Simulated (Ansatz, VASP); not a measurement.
## Two plane-wave programs on C

```
CELL_PARAMETERS angstrom
0.00000 1.78578 1.78578
1.78578 0.00000 1.78578
1.78578 1.78578 0.00000
ATOMIC_POSITIONS crystal
C 0.00000 0.00000 0.00000
C 0.25000 0.25000 0.25000
```

Alike in both runs: task electric field gradients; functional PBEsol; k mesh 13 × 13 × 13; occupations fermi-dirac, width 0.05 eV; no spin polarisation.

```csv
,VASP,Ansatz
version,VASP 6.6.1,Ansatz 0.2.0
potentials or method,"VASP PAW PBE potentials, release 64 (C)","PAW with Ansatz's default frozen-core files, scalar-relativistic"
plane-wave cutoff (eV),520,420
valence electrons in the cell,8,8
```

|  | VASP | Ansatz | Ansatz less VASP |
| --- | --- | --- | --- |
| gap on the k mesh at the Fermi level (eV) | 4.00 | 4.01 | +0.005 |
| pressure (GPa) | -5.5 | -6.5 | -1.03 |
| Vzz of the field gradient on the site that differs most (V/Å²) | 0.0 | 0.0 | 0.00 |

With one functional, cell and mesh, what is left measures potentials, basis and numerics.

Caveats: the PAW data sets were made with another functional, which shifts forces and pressure a little (VASP); an odd mesh through Γ misses points on the zone boundary, where band edges often lie.
